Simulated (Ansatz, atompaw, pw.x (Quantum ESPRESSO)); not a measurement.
**From atom to crystal: PAW (atompaw) potential for hafnium**

hafnium, PAW, made with atompaw 4.2.0.5 (PBE, scalar-relativistic). Core [Kr] 4d10 4f14, reference 5s2 5p6 5d2 6s2 6p0. Waves: 5s (bound): rc 2.00 bohr; 6s (bound): rc 2.20 bohr; 5p (bound): rc 1.80 bohr; 6p (bound, empty): rc 3.00 bohr; 5d (bound): rc 3.00 bohr; 5d channel at 4.35 Ry: rc 3.00 bohr. Local part: bessel scheme, radius 2.75 bohr. Core correction: smooth core density matched at 2.85 bohr. Augmentation charge: besselshape compensation charge, radius 2.20 bohr; PAW radius 3.00 bohr; waves and projectors: custom rrkj gramschmidtortho.

Atomic tests: cutoffs needed: 25 Ry and 45 Ry (the cutoffs (Ry, on a coarse ladder) from which the occupation-weighted sum of valence levels, in a spherical-Bessel basis at the reference potential, stays within 10 and 1 mRy of its value at 400 Ry); ghost test: no extra level below or beside the all-electron valence levels (s, p, d, f tested) (spherical-Bessel basis up to 400 Ry, 20 bohr box); lowest eigenvalue of the overlap operator: 0.12 (s channel).

Crystal test: fcc Hf in pw.x 7.5, no spin, 13³ k-points, Fermi–Dirac smearing 0.01 Ry, cutoffs 55/550 Ry. The reference is all-electron LAPW (Ansatz 0.2.0) with the same functional, mesh and smearing; V0 and B0 come from Birch–Murnaghan fits to the pressures at five volumes. Errors are pseudo minus all-electron; Δ is the rms difference of the E(V) curves that follow from these fits, minima aligned, over ±6 % about the mean V0. Mesh and smearing are coarse, so the numbers serve the comparison and aren't converged zero-temperature values; the lattice is a test structure that the element need not adopt.

| V (Å³/atom) | P all-electron (GPa) | P pseudo (GPa) |
| --- | --- | --- |
| 21.547 | 5.40 | 31.95 |
| 22.114 | 2.43 | 27.08 |
| 22.681 | -0.23 | 22.67 |
| 23.248 | -2.62 | 18.67 |
| 23.815 | -4.76 | 15.03 |

All-electron: a0 = 4.490 Å (V0 = 22.63 Å³/atom), B0 = 101.6 GPa.

Pseudopotential: mean pressure error (GPa): +23.03. The pressure does not cross zero within the volumes sampled, so no fit is given. This is a poor potential for the solid.

**Question.** At the middle volume, how do free energy and pressure move when the wave cutoff is lowered (ecutrho held at 550 Ry)?

**Answer.**

```tsv
cutoff (Ry)	shift of F (meV/atom)	shift of P (GPa)
25	+92.4	-2.93
33	+34.5	-0.23
44	+4.4	-0.24
```

Input at the middle volume:

```
&control
  calculation='scf', prefix='x', pseudo_dir='./', outdir='./tmp', tstress=.true., disk_io='low'
/
&system
  ibrav=0, nat=1, ntyp=1, ecutwfc=55, ecutrho=550, nbnd=14,
  occupations='smearing', smearing='fd', degauss=0.01
/
&electrons
  conv_thr=1e-09, mixing_beta=0.4, electron_maxstep=70
/
ATOMIC_SPECIES
Hf 1.0 Hf.UPF
CELL_PARAMETERS angstrom
  0.00000000 2.24669474 2.24669474
  2.24669474 0.00000000 2.24669474
  2.24669474 2.24669474 0.00000000
ATOMIC_POSITIONS crystal
Hf 0.0000 0.0000 0.0000
K_POINTS automatic
13 13 13 0 0 0
```

```bash
pw.x < Hf.scf.in > Hf.scf.out
```

Lines of the output:

```
Message from routine setup:
     using ibrav=0 with symmetry is DISCOURAGED, use correct ibrav instead
     lattice parameter (alat)  =       6.0042  a.u.
     unit-cell volume          =     153.0590 (a.u.)^3
     number of electrons       =        12.00
     number of Kohn-Sham states=           14
     kinetic-energy cutoff     =      55.0000  Ry
     charge density cutoff     =     550.0000  Ry
     scf convergence threshold =      1.0E-09
     Exchange-correlation= SLA PW PBX PBC
     number of k points=    84  Fermi-Dirac smearing, width (Ry)=  0.0100
     iteration #  1     ecut=    55.00 Ry     beta= 0.40
     total energy              =    -696.07870793 Ry
     estimated scf accuracy    <       0.01459474 Ry
     iteration #  2     ecut=    55.00 Ry     beta= 0.40
     total energy              =    -696.09872728 Ry
     estimated scf accuracy    <       0.01155260 Ry
     iteration #  3     ecut=    55.00 Ry     beta= 0.40
     total energy              =    -696.11633711 Ry
     estimated scf accuracy    <       0.01462886 Ry
     iteration #  4     ecut=    55.00 Ry     beta= 0.40
     total energy              =    -696.12216716 Ry
     estimated scf accuracy    <       0.00048681 Ry
     iteration #  5     ecut=    55.00 Ry     beta= 0.40
     total energy              =    -696.12252818 Ry
     estimated scf accuracy    <       0.00002158 Ry
     iteration #  6     ecut=    55.00 Ry     beta= 0.40
     total energy              =    -696.12243277 Ry
     estimated scf accuracy    <       0.00002095 Ry
     iteration #  7     ecut=    55.00 Ry     beta= 0.40
     total energy              =    -696.12242830 Ry
     estimated scf accuracy    <       0.00000384 Ry
     iteration #  8     ecut=    55.00 Ry     beta= 0.40
     total energy              =    -696.12243672 Ry
     estimated scf accuracy    <       0.00005728 Ry
     [... 9 iterations left out ...]
     iteration # 18     ecut=    55.00 Ry     beta= 0.40
     total energy              =    -696.12242650 Ry
     estimated scf accuracy    <       0.00000635 Ry
     iteration # 19     ecut=    55.00 Ry     beta= 0.40
     total energy              =    -696.12242677 Ry
     estimated scf accuracy    <       0.00000002 Ry
     iteration # 20     ecut=    55.00 Ry     beta= 0.40
     total energy              =    -696.12242679 Ry
     estimated scf accuracy    <          1.4E-09 Ry
     iteration # 21     ecut=    55.00 Ry     beta= 0.40
     total energy              =    -696.12242679 Ry
     estimated scf accuracy    <          4.6E-09 Ry
     iteration # 22     ecut=    55.00 Ry     beta= 0.40
     total energy              =    -696.12242679 Ry
     estimated scf accuracy    <          6.5E-09 Ry
     iteration # 23     ecut=    55.00 Ry     beta= 0.40
     total energy              =    -696.12242679 Ry
     estimated scf accuracy    <          6.3E-09 Ry
     iteration # 24     ecut=    55.00 Ry     beta= 0.40
     total energy              =    -696.12242679 Ry
     estimated scf accuracy    <          1.0E-09 Ry
     iteration # 25     ecut=    55.00 Ry     beta= 0.40
     the Fermi energy is    14.0502 ev
!    total energy              =    -696.12242679 Ry
     estimated scf accuracy    <          1.1E-11 Ry
     smearing contrib. (-TS)   =      -0.00701335 Ry
     The total energy is F=E-TS. E is the sum of the following terms:
     one-electron contribution =     -16.77139697 Ry
     hartree contribution      =      17.81059299 Ry
     xc contribution           =     -12.62737710 Ry
     ewald contribution        =     -77.75276395 Ry
     one-center paw contrib.   =    -606.77446841 Ry
     convergence has been achieved in  25 iterations
          total   stress  (Ry/bohr**3)                   (kbar)     P=      226.69
```

The run at the middle volume (84 k-points, 25 iterations) took about 60 s on one core of a shared host (AMD EPYC 7R43 64-Core Processor, 256 threads, 1004 GiB, load 119).
